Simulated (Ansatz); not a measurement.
# Iron, fcc under RPBE: from relaxation to bulk modulus

The plan for iron in the fcc structure: relax it, solve it on a dense k-mesh, then scale the cell to 7 volumes from 88 to 112 % of the relaxed one and try a fit of the equation of state. Spin polarisation is left out, though the real metal is magnetic, so this state lies above the ground state. The k-meshes are 15×15×15 for the relaxation; 25×25×25 for the dense run; 17×17×17 for the volumes.

This is Fe in the fcc structure; at room conditions it is bcc.

Method: DFT RPBE, plane waves (420 eV) with PAW, scalar-relativistic; PBE-made PAW files, in Ansatz 0.2.0.

## 1. The system as given

Symmetry: Fm-3m, No. 225, cubic system. Conventional cell: a = 3.612 Å, b = 3.612 Å, c = 3.612 Å, α = 90.00°, β = 90.00°, γ = 90.00°. Around Fe (site symmetry m-3m) lie 12 Fe at 2.55 Å.

Coordinates:

```
Fe
1.0
     0.00000    1.80578    1.80578
     1.80578    0.00000    1.80578
     1.80578    1.80578    0.00000
Fe
1
Cartesian
  0.0000 0.0000 0.0000
```

## 2. Geometry optimisation

The input, input.yaml:

```yaml
crystal:
  lattice:
    - [0.0, 1.8057818448, 1.8057818448]
    - [1.8057818448, 0.0, 1.8057818448]
    - [1.8057818448, 1.8057818448, 0.0]
  atoms:
    - { symbol: Fe, position: [0.0, 0.0, 0.0] }
hamiltonian:
  xc: rpbe
  pseudopotentials:
    kind: paw
    azcp:
      Fe: "pseudopotentials/Fe.paw.azcp"
basis:
  ecutwfc: 420
  fft_grid_basis: typed
kpoints:
  mp_grid: { grid: [15, 15, 15], shift: [0, 0, 0] }
magnetization:
  spin_polarized: false
scf:
  occupations: { method: fermi_dirac, width: 0.1 }
relax:
  max_steps: 60
  f_tol: 0.01
  cell: {}
```

After this run come: The energy on a finer k-mesh; Volume × 0.88; Volume × 0.92; Volume × 0.96; Volume × 1.0; Volume × 1.04; Volume × 1.08; Volume × 1.12.

**Question.** What will these runs give? Wanted: space group; conventional cell; volume; shortest distance; gap on the mesh; relative to bcc, ferromagnetic; V₀, B₀, B₀′.

As calculated:

| quantity | value |
| --- | --- |
| space group (spins left aside) | Fm-3m (No. 225) |
| conventional cell | a = 3.476 Å |
| volume | 10.498 Å³/atom |
| shortest distance | 2.458 Å |
| gap on the mesh | none (levels filled in part) |
| relative to bcc, ferromagnetic | +237 meV/atom |
| V₀, B₀, B₀′ | 10.478 Å³/atom, 267 GPa, 4.6 |

In words: The relaxation shrank the cell by 10.9 % in volume. Against the reference form of iron (bcc, ferromagnetic, computed apart with the same settings) it stands 237 meV/atom higher; part of this is magnetic energy, as this run has no moments. Levels at the Fermi energy are filled in part, as in a metal. The fitted modulus is 267 GPa. Relaxation kept the symmetry; phonons were not checked.
